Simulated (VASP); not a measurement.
# C (P6_3/mmc) in VASP: a series of runs

Runs on C. Level: r2SCAN. Tasks: relaxation of cell and atoms.

Program: VASP 6.6.1. These are calculated values, not measurements. Logs are shortened: lines on timing, memory, paths and dates and some standing lists are left out, and cuts for length are marked.

## 1. The structure

The structure is hexagonal, space group P6_3/mmc (No. 194). Conventional cell: a = 2.456 Å, b = 2.456 Å, c = 6.696 Å, α = 90.00°, β = 90.00°, γ = 120.00°. C (site symmetry -6m2) has 3 C at 1.42 Å as nearest neighbours. C (site symmetry -6m2) is surrounded by 3 C at 1.42 Å.

## 2. Relaxation of cell and atoms, r2SCAN

File INCAR:

```
PREC = Accurate
ENCUT = 520
EDIFF = 1E-7
ISMEAR = 0
SIGMA = 0.02
LREAL = F
LASPH = T
NELM = 60
ALGO = Normal
ISIF = 3
LWAVE = F
LCHARG = F
METAGGA = R2SCAN
LMIXTAU = T
IBRION = 2
NSW = 80
EDIFFG = -0.002
```

File KPOINTS:

```
regular mesh
0
Gamma
  15 15 6
```

File POSCAR:

```
C
1.0
    2.4560000000      0.0000000000      0.0000000000
   -1.2280000000      2.1269583900      0.0000000000
    0.0000000000      0.0000000000      6.6960000000
C
4
Direct
    0.0000000000      0.0000000000      0.7500000000
    0.0000000000      0.0000000000      0.2500000000
    0.3333333300      0.6666666700      0.7500000000
    0.6666666700      0.3333333300      0.2500000000
```

Potentials or basis: VASP PAW PBE potentials, release 64 (C).

The run is started by

```sh
$ cat potpaw_PBE.64/C/POTCAR > POTCAR
$ mpirun -np 1 vasp_std > vasp.out
```

OUTCAR:

```text
PREC = Accurate
   ENCUT = 520
   EDIFF = 1E-7
   ISMEAR = 0
   LREAL = F
   LASPH = T
   NELM = 60
   ISIF = 3
   METAGGA = R2SCAN
   IBRION = 2
   NSW = 80
   EDIFFG = -0.002

 ion  position               nearest neighbor table
   1  0.000  0.000  0.750-   3 1.42   3 1.42   3 1.42
   2  0.000  0.000  0.250-   4 1.42   4 1.42   4 1.42
   3  0.333  0.667  0.750-   1 1.42   1 1.42   1 1.42
   4  0.667  0.333  0.250-   2 1.42   2 1.42   2 1.42

  LATTYP: Found a hexagonal cell.
 ALAT       =     2.4560000000
 C/A-ratio  =     2.7263843648

  Lattice vectors:

 A1 = (   2.4560000000,   0.0000000000,   0.0000000000)
 A2 = (  -1.2280000000,   2.1269583900,   0.0000000000)
 A3 = (   0.0000000000,   0.0000000000,   6.6960000000)

Analysis of symmetry for initial positions (statically):
=====================================================================
 Subroutine PRICEL returns:
 Original cell was already a primitive cell.

 Routine SETGRP: Setting up the symmetry group for a
 hexagonal supercell.

 Subroutine GETGRP returns: Found 24 space group operations
 (whereof 12 operations were pure point group operations)
 out of a pool of 24 trial point group operations.

The static configuration has the point symmetry D_3d.
 The point group associated with its full space group is D_6h.

Analysis of symmetry for dynamics (positions and initial velocities):
=====================================================================
 Subroutine PRICEL returns:
 Original cell was already a primitive cell.

 Routine SETGRP: Setting up the symmetry group for a
 hexagonal supercell.

 Subroutine GETGRP returns: Found 24 space group operations
 (whereof 12 operations were pure point group operations)
 out of a pool of 24 trial point group operations.

The dynamic configuration has the point symmetry D_3d.
 The point group associated with its full space group is D_6h.

 Subroutine INISYM returns: Found 24 space group operations
 (whereof 12 operations are pure point group operations),
 and found     1 'primitive' translations

----------------------------------------------------------------------------------------

                                     Primitive cell

  volume of cell :      34.9786

  direct lattice vectors                    reciprocal lattice vectors
     2.456000000  0.000000000  0.000000000     0.407166124  0.235077471  0.000000000
    -1.228000000  2.126958390  0.000000000     0.000000000  0.470154943  0.000000000
     0.000000000  0.000000000  6.696000000     0.000000000  0.000000000  0.149342891

  length of vectors
     2.456000000  2.455999999  6.696000000     0.470154942  0.470154943  0.149342891

  position of ions in fractional coordinates (direct lattice)
     0.000000000  0.000000000  0.750000000
     0.000000000  0.000000000  0.250000000
     0.333333330  0.666666670  0.750000000
     0.666666670  0.333333330  0.250000000

  ion indices of the primitive-cell ions
   primitive index   ion index
                 1           1
                 2           2
                 3           3
                 4           4

----------------------------------------------------------------------------------------

 KPOINTS: regular mesh

Automatic generation of k-mesh.
 Grid dimensions read from file:
 generate k-points for:   15   15    6

 Generating k-lattice:

  Cartesian coordinates                     Fractional coordinates (reciprocal lattice)
     0.027144408  0.015671831  0.000000000     0.066666667  0.000000000  0.000000000
     0.000000000  0.031343663  0.000000000     0.000000000  0.066666667  0.000000000
     0.000000000  0.000000000  0.024890482     0.000000000  0.000000000  0.166666667

  Length of vectors
     0.031343663  0.031343663  0.024890482

  Shift w.r.t. Gamma in fractional coordinates (k-lattice)
     0.000000000  0.000000000  0.000000000

 Subroutine IBZKPT returns following result:
 ===========================================

 Found    108 irreducible k-points:

 Following reciprocal coordinates:
            Coordinates               Weight
  0.000000  0.000000  0.000000      1.000000
  0.066667  0.000000  0.000000      6.000000
  0.133333  0.000000  0.000000      6.000000
  0.200000 -0.000000  0.000000      6.000000
  0.266667  0.000000  0.000000      6.000000
  0.333333  0.000000  0.000000      6.000000
[... 16 lines left out ...]
  0.333333  0.200000  0.000000     12.000000
  0.400000  0.200000  0.000000      6.000000
 [... further k-points ...]
   k-points           NKPTS =    108   k-points in BZ     NKDIM =    108   number of bands    NBANDS=     12
   number of dos      NEDOS =    301   number of ions     NIONS =      4
   total plane-waves  NPLWV =  16200
   dimension x,y,z NGX =    18 NGY =   18 NGZ =   50
   dimension x,y,z NGXF=    36 NGYF=   36 NGZF=  100
   ions per type =               4
   NGX,Y,Z   is equivalent  to a cutoff of  12.18, 12.18, 12.41 a.u.
   NGXF,Y,Z  is equivalent  to a cutoff of  24.37, 24.37, 24.83 a.u.
 SYSTEM =  unknown system
   PREC   = accura    normal or accurate (medium, high low for compatibility)
   ISTART =      0    job   : 0-new  1-cont  2-samecut
   ICHARG =      2    charge: 1-file 2-atom 10-const
   ISPIN  =      1    spin polarized calculation?
   LNONCOLLINEAR =      F non collinear calculations
   LSORBIT =      F    spin-orbit coupling
   LASPH  =      T    aspherical Exc in radial PAW
   ENCUT  =  520.0 eV  38.22 Ry    6.18 a.u.   4.57  4.57 12.45*2*pi/ulx,y,z
   NELM   =     60;   NELMIN=  2; NELMDL= -5     # of ELM steps
   EDIFF  = 0.1E-06   stopping-criterion for ELM
   LREAL  =      F    real-space projection
   EDIFFG = -.2E-02   stopping-criterion for IOM
   NSW    =     80    number of steps for IOM
   IBRION =      2    ionic relax: 0-MD 1-quasi-New 2-CG
   NFREE  =      1    steps in history (QN), initial steepest desc. (CG)
   ISIF   =      3    stress and relaxation
   ISYM   =      2    0-nonsym 1-usesym 2-fastsym
   POTIM  = 0.5000    time-step for ionic-motion
   TEBEG  =    0.0;   TEEND  =   0.0 temperature during run
   PSTRESS=    0.0 pullay stress
   NELECT =      16.0000    total number of electrons
   NUPDOWN=      -1.0000    fix difference up-down
   EMIN   =  10.00;   EMAX   =-10.00  energy-range for DOS
   EFERMI =   0.00;   METHOD = LEGACY
   ISMEAR =     0;   SIGMA  =   0.02  broadening in eV -4-tet -1-fermi 0-gaus
   EFERMI_NEDOS =   21; number of points for ismear=-14 and -15
   IALGO  =     38    algorithm
   IMIX   =      4    mixing-type and parameters
     AMIX     =   0.40;   BMIX     =  1.00
     AMIX_MAG =   1.60;   BMIX_MAG =  1.00
  volume/ion in A,a.u.               =       8.74        59.01
  Fermi-wavevector in a.u.,A,eV,Ry     =   1.261384  2.383670 21.648079  1.591089
  Thomas-Fermi vector in A             =   2.394846
   LORBIT       =      0    0 simple, 1 ext, 2 COOP (PROOUT), +10 PAW based schemes
   METAGGA = R2SCAN    functional components
   LHFCALC =     F    Hartree Fock is set to
   AEXX    =    0.0000 exact exchange contribution
   IVDW    =     0    specifies the selected vdW correction
   LEPSILON=     F    determine dielectric tensor
   LRPA    =     F    only Hartree local field effects (RPA)
 conjugate gradient relaxation of ions
 non-spin polarized calculation
 Gauss-broadening in eV      SIGMA  =   0.02
  energy-cutoff  :      520.00
  volume of cell :       34.98
 maximum number of plane-waves:       979
   NGX =  9   NGY =  9   NGZ = 25

--------------------------------------- Ionic step        1  -------------------------------------------

 number of electron      15.9999994 magnetization

 Free energy of the ion-electron system (eV)
  ---------------------------------------------------
  ext. energy  EPLUGINS =         0.00000000
  ---------------------------------------------------
  free energy    TOTEN  =       -39.74062876 eV

  energy without entropy =      -39.74046046  energy(sigma->0) =      -39.74054461

------------------------ aborting loop because EDIFF is reached ----------------------------------------

  FORCE on cell =-STRESS in cart. coord.  units (eV):
  Direction    XX          YY          ZZ          XY          YZ          ZX
  --------------------------------------------------------------------------------------
  -------------------------------------------------------------------------------------
  Total        0.1859782      0.1859782      0.3216718     -0.0000000     -0.0000000      0.0000000
  in kB        8.5186327      8.5186327     14.7340017     -0.0000000     -0.0000000      0.0000000
  external PRESSURE =      10.5904224 kB  Pullay stress =       0.0000000 kB
[... 95 lines left out ...]
  FREE ENERGIE OF THE ION-ELECTRON SYSTEM (eV)
  ---------------------------------------------------
  free  energy   TOTEN  =       -39.7413730609 eV

  energy  without entropy=      -39.7412020508  energy(sigma->0) =      -39.74128756

[... ionic steps 4 to 8 ...]

--------------------------------------- Ionic step        9  -------------------------------------------

 number of electron      15.9999995 magnetization

------------------------ aborting loop because EDIFF is reached ----------------------------------------
[... 71 lines left out ...]
--------------------------------------- Ionic step       11  -------------------------------------------

 number of electron      15.9999995 magnetization

 Free energy of the ion-electron system (eV)
  ---------------------------------------------------
  ext. energy  EPLUGINS =         0.00000000
  ---------------------------------------------------
  free energy    TOTEN  =       -39.74773438 eV

  energy without entropy =      -39.74752751  energy(sigma->0) =      -39.74763094

 E-fermi :   4.2932     XC(G=0): -10.8265

 val. band max:        4.2870717277   @ k =   0.3333   0.3333   0.1667
 cond. band min:       4.2976250458   @ k =   0.3333   0.3333   0.3333
 fundamental gap:      0.0105533181
 Fermi energy:         4.2932436059

 k-point     1 :       0.0000    0.0000    0.0000
  band No.  band energies     occupation
      1     -16.6244      2.00000
      2     -16.4146      2.00000
      3      -4.5606      2.00000
      4      -2.9518      2.00000
      5       1.0838      2.00000
      6       1.0838      2.00000
      7       1.0959      2.00000
      8       1.0959      2.00000
      9       8.3674      0.00000
     10      12.9990      0.00000
     11      12.9990      0.00000
     12      13.0357      0.00000
[... 331 lines left out ...]
 k-point    24 :       0.4000    0.2000    0.0000
  band No.  band energies     occupation
      1     -10.3890      2.00000
      2     -10.3155      2.00000
      3      -9.2215      2.00000
      4      -9.1755      2.00000
      5      -5.1211      2.00000
      6      -5.0513      2.00000
      7       2.3716      2.00000
      8       2.9201      2.00000
      9       5.6953      0.00000
     10       5.8517      0.00000
     11      15.4402      0.00000
     12      16.0004      0.00000

 [... further k-points ...]
[... 5 lines left out ...]
  --------------------------------------------------------------------------------------
  -------------------------------------------------------------------------------------
  Total        0.0019530      0.0019530      0.0002600     -0.0000000     -0.0000000      0.0000000
  in kB        0.0853177      0.0853177      0.0113569     -0.0000000     -0.0000000      0.0000000
  external PRESSURE =       0.0606641 kB  Pullay stress =       0.0000000 kB
[... 19 lines left out ...]
  FREE ENERGIE OF THE ION-ELECTRON SYSTEM (eV)
  ---------------------------------------------------
  free  energy   TOTEN  =       -39.7477343785 eV

  energy  without entropy=      -39.7475275089  energy(sigma->0) =      -39.74763094

 reached required accuracy - stopping structural energy minimisation
```

Run time: 11 min. Hardware: 1 thread of Intel Xeon 6975P-C (Granite Rapids), shared host; peak memory 0.17 GiB.

What came out:

| Item | Value |
| --- | --- |
| Free energy | -39.7477 eV |
| Relaxed volume | 9.17 Å³/atom |
| Relaxed cell | a = 2.458 Å, b = 2.458 Å, c = 7.009 Å, α = 90.00°, β = 90.00°, γ = 120.00° |
| Space group after relaxing (to 0.05 Å) | P6_3/mmc (No. 194) |
| Energy gained by relaxing | 1.8 meV/atom |
| Ionic steps | 11 |
| Pressure after relaxing | 0.0 GPa |
| Band gap on the k mesh | none (metal or under the smearing width) |

The path:
| step | energy change (eV) | largest force (eV/Å) | pressure (GPa) | volume (Å³) |
| --- | --- | --- | --- | --- |
| 1 | 0.0000 | 0.0000 | 1.06 | 34.98 |
| 2 | -0.0006 | 0.0000 | -0.87 | 35.27 |
| 3 | -0.0007 | 0.0000 | -0.33 | 35.19 |
| 4 | -0.0016 | 0.0000 | -0.30 | 35.28 |
| 5 | -0.0036 | 0.0000 | -0.22 | 35.55 |
| 6 | -0.0063 | 0.0000 | -0.05 | 36.10 |
| 7 | -0.0064 | 0.0000 | 0.32 | 37.18 |
| 8 | -0.0071 | 0.0000 | 0.15 | 36.69 |
| 9 | -0.0071 | 0.0000 | 0.14 | 36.65 |
| 10 | -0.0070 | 0.0000 | -0.41 | 36.75 |
| 11 | -0.0071 | 0.0000 | 0.01 | 36.68 |

Final structure:
```
C
1.0
     2.45800    0.00000    0.00000
    -1.22900    2.12869    0.00000
     0.00000    0.00000    7.00940
C
4
Direct
  0.00000 0.00000 0.75000
  0.00000 0.00000 0.25000
  0.33333 0.66667 0.75000
  0.66667 0.33333 0.25000
```

Caveat: the PAW data sets were made with another functional, which shifts forces and pressure a little.

## 3. Relaxation of cell and atoms, r2SCAN

This run uses another cell than the first one, of 9.17 Å³/atom, 1.049 times its volume.

INCAR is that of step 2.

KPOINTS is that of step 2.

File POSCAR:

```
C                                       
1.0
    2.4580006686      0.0000000000      0.0000000000
   -1.2290003343      2.1286910199     -0.0000000000
   -0.0000000000     -0.0000000000      7.0094039688
  C             
     4
Direct
     0.0000000000000000    0.0000000000000000    0.7500000000000000
     0.0000000000000000    0.0000000000000000    0.2500000000000000
     0.3333333300000021    0.6666666699999979    0.7500000000000000
     0.6666666699999979    0.3333333300000021    0.2500000000000000
```

Potentials or basis: VASP PAW PBE potentials, release 64 (C).

The run is started by

```sh
$ cat potpaw_PBE.64/C/POTCAR > POTCAR
$ mpirun -np 1 vasp_std > vasp.out
```

OUTCAR:

```text
PREC = Accurate
   ENCUT = 520
   EDIFF = 1E-7
   ISMEAR = 0
   LREAL = F
   LASPH = T
   NELM = 60
   ISIF = 3
   METAGGA = R2SCAN
   IBRION = 2
   NSW = 80
   EDIFFG = -0.002

 ion  position               nearest neighbor table
   1  0.000  0.000  0.750-   3 1.42   3 1.42   3 1.42
   2  0.000  0.000  0.250-   4 1.42   4 1.42   4 1.42
   3  0.333  0.667  0.750-   1 1.42   1 1.42   1 1.42
   4  0.667  0.333  0.250-   2 1.42   2 1.42   2 1.42

  LATTYP: Found a hexagonal cell.
 ALAT       =     2.4580006686
 C/A-ratio  =     2.8516688617

  Lattice vectors:

 A1 = (   2.4580006686,   0.0000000000,   0.0000000000)
 A2 = (  -1.2290003343,   2.1286910199,   0.0000000000)
 A3 = (   0.0000000000,   0.0000000000,   7.0094039688)

Analysis of symmetry for initial positions (statically):
=====================================================================
 Subroutine PRICEL returns:
 Original cell was already a primitive cell.

 Routine SETGRP: Setting up the symmetry group for a
 hexagonal supercell.

 Subroutine GETGRP returns: Found 24 space group operations
 (whereof 12 operations were pure point group operations)
 out of a pool of 24 trial point group operations.

[... 179 lines left out ...]
  in kB       -0.2425868     -0.2425868      0.3608934     -0.0000000      0.0000000      0.0000000
  external PRESSURE =      -0.0414267 kB  Pullay stress =       0.0000000 kB
[... 63 lines left out ...]
--------------------------------------- Ionic step        3  -------------------------------------------

 number of electron      15.9999995 magnetization

 Free energy of the ion-electron system (eV)
  ---------------------------------------------------
  ext. energy  EPLUGINS =         0.00000000
  ---------------------------------------------------
  free energy    TOTEN  =       -39.74888064 eV

  energy without entropy =      -39.74867319  energy(sigma->0) =      -39.74877692

 E-fermi :   4.2933     XC(G=0): -10.8262

 val. band max:        4.2871790411   @ k =   0.3333   0.3333   0.1667
 cond. band min:       4.2975801743   @ k =   0.3333   0.3333   0.3333
 fundamental gap:      0.0104011332
 Fermi energy:         4.2932531554

 k-point     1 :       0.0000    0.0000    0.0000
  band No.  band energies     occupation
      1     -16.6250      2.00000
      2     -16.4153      2.00000
      3      -4.5609      2.00000
      4      -2.9526      2.00000
      5       1.0840      2.00000
      6       1.0840      2.00000
      7       1.0961      2.00000
      8       1.0961      2.00000
      9       8.3672      0.00000
     10      12.9999      0.00000
     11      13.0040      0.00000
     12      13.0365      0.00000
[... 331 lines left out ...]
 k-point    24 :       0.4000    0.2000    0.0000
  band No.  band energies     occupation
      1     -10.3893      2.00000
      2     -10.3158      2.00000
      3      -9.2219      2.00000
      4      -9.1760      2.00000
      5      -5.1213      2.00000
      6      -5.0517      2.00000
      7       2.3718      2.00000
      8       2.9201      2.00000
      9       5.6952      0.00000
     10       5.8518      0.00000
     11      15.4412      0.00000
     12      16.0013      0.00000

 [... further k-points ...]
[... 5 lines left out ...]
  --------------------------------------------------------------------------------------
  -------------------------------------------------------------------------------------
  Total        0.0027508      0.0027508      0.0006704      0.0000000      0.0000000      0.0000000
  in kB        0.1201731      0.1201731      0.0292885      0.0000000      0.0000000      0.0000000
  external PRESSURE =       0.0898782 kB  Pullay stress =       0.0000000 kB
[... 19 lines left out ...]
  FREE ENERGIE OF THE ION-ELECTRON SYSTEM (eV)
  ---------------------------------------------------
  free  energy   TOTEN  =       -39.7488806381 eV

  energy  without entropy=      -39.7486731947  energy(sigma->0) =      -39.74877692

 reached required accuracy - stopping structural energy minimisation
```

It took 3.3 min on 1 thread of Intel Xeon 6975P-C (Granite Rapids), shared host; peak memory 0.16 GiB.

Results:

| Item | Value |
| --- | --- |
| Free energy | -39.7489 eV |
| Energy gained by relaxing | 0.0 meV/atom |
| Ionic steps | 3 |
| Pressure after relaxing | 0.0 GPa |
| Band gap on the k mesh | none (metal or under the smearing width) |

Final structure:
```yaml
crystal:
  lattice:
    - [2.45792, 0.00000, 0.00000]
    - [-1.22896, 2.12862, 0.00000]
    - [0.00000, 0.00000, 7.00975]
  atoms:
    - { symbol: C, position: [0.00000, 0.00000, 0.75000] }
    - { symbol: C, position: [0.00000, 0.00000, 0.25000] }
    - { symbol: C, position: [0.33333, 0.66667, 0.75000] }
    - { symbol: C, position: [0.66667, 0.33333, 0.25000] }
```

Levels at points of the mesh, in eV from the Fermi level:
```csv
k point,band 4,band 5,band 6,band 7,band 8,band 9,band 10,band 11,band 12
"(0.00, 0.00, 0.00)",-7.25,-3.21,-3.21,-3.20,-3.20,4.07,8.71,8.71,8.74
"(0.00, 0.00, 0.50)",-8.12,-3.20,-3.20,-3.20,-3.20,6.51,6.51,8.72,8.72
```

Caveat: the PAW data sets were made with another functional, which shifts forces and pressure a little.
